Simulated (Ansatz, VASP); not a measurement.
Two plane-wave programs on GaSb

File POSCAR:

```
GaSb
1.0
    0.0000000000      3.0859973638      3.0859973638
    3.0859973638      0.0000000000      3.0859973638
    3.0859973638      3.0859973638      0.0000000000
Ga Sb
1 1
Direct
    0.0000000000      0.0000000000      0.0000000000
    0.7500000000      0.7500000000      0.7500000000
```

File INCAR.step1:

```
PREC     = Accurate       # precision mode
ENCUT    = 520            # plane-wave cutoff, eV
ISMEAR   = 0              # smearing method
SIGMA    = 0.05           # smearing width, eV
LREAL    = F              # projectors in reciprocal space
LASPH    = T              # aspherical terms in the spheres
NELM     = 60             # most SCF steps
NBANDS   = 16             # bands
GGA      = PE             # functional
ALGO     = Normal         # electronic algorithm
EDIFF    = 1E-4           # SCF threshold, eV
LWAVE    = T              # write WAVECAR
LCHARG   = F              # write CHGCAR
```

The input INCAR.step2:

```
PREC     = Accurate       # precision mode
ENCUT    = 520            # plane-wave cutoff, eV
EDIFF    = 1E-6           # SCF threshold, eV
ISMEAR   = 0              # smearing method
SIGMA    = 0.05           # smearing width, eV
LREAL    = F              # projectors in reciprocal space
LASPH    = T              # aspherical terms in the spheres
NELM     = 60             # most SCF steps
ALGO     = Normal         # electronic algorithm
ISIF     = 2              # what is computed and relaxed
LWAVE    = F              # write WAVECAR
LCHARG   = F              # write CHGCAR
METAGGA  = R2SCAN         # meta-GGA
LMIXTAU  = T            
NBANDS   = 16             # bands
ISTART   = 1
```

File KPOINTS:

```
Automatic mesh
0
Gamma
  6 6 6
```

Input for Ansatz:

```yaml
crystal:
  lattice:
    - [0.0, 3.0859973638, 3.0859973638]
    - [3.0859973638, 0.0, 3.0859973638]
    - [3.0859973638, 3.0859973638, 0.0]
  atoms:
    - { symbol: Ga, position: [0.0, 0.0, 0.0] }
    - { symbol: Sb, position: [0.75, 0.75, 0.75] }
basis:
  ecutwfc: 500
  ecutrho_ratio: 4
kpoints:
  mp_grid: { grid: [6, 6, 6] }
hamiltonian:
  xc: r2scan
scf:
  occupations: { method: gaussian, width: 0.05 }
output:
  forces: true
  stress: true
  eigenvalues: true
```

Alike in both runs: task single point; functional r2SCAN; k mesh 6 × 6 × 6; occupations gaussian, width 0.05 eV; no spin polarisation.

|  | VASP | Ansatz |
| --- | --- | --- |
| version | VASP 6.6.1 | Ansatz 0.2.0 |
| potentials or method | VASP PAW PBE potentials, release 64 (Ga_d, Sb) | scalar-relativistic, plane waves, PAW |
| plane-wave cutoff (eV) | 520 | 500 |
| valence electrons in the cell | 18 | 28 |

VASP gave:

- gap on the k mesh at the Fermi level (eV): 0.25
- least direct gap on the mesh (eV): 0.25
- pressure (GPa): -0.9

**Question.** Estimate Ansatz's values.

**Answer.** gap on the k mesh at the Fermi level (eV): 0.27; least direct gap on the mesh (eV): 0.27; pressure (GPa): -1.0.

With one functional, cell and mesh, what is left measures potentials, basis and numerics. The two sets of potentials don't hold the same shells in valence.

Caveats: the PAW data sets were made with another functional, which shifts forces and pressure a little (VASP); spin-orbit coupling is left out, which moves the levels of the heavy elements.
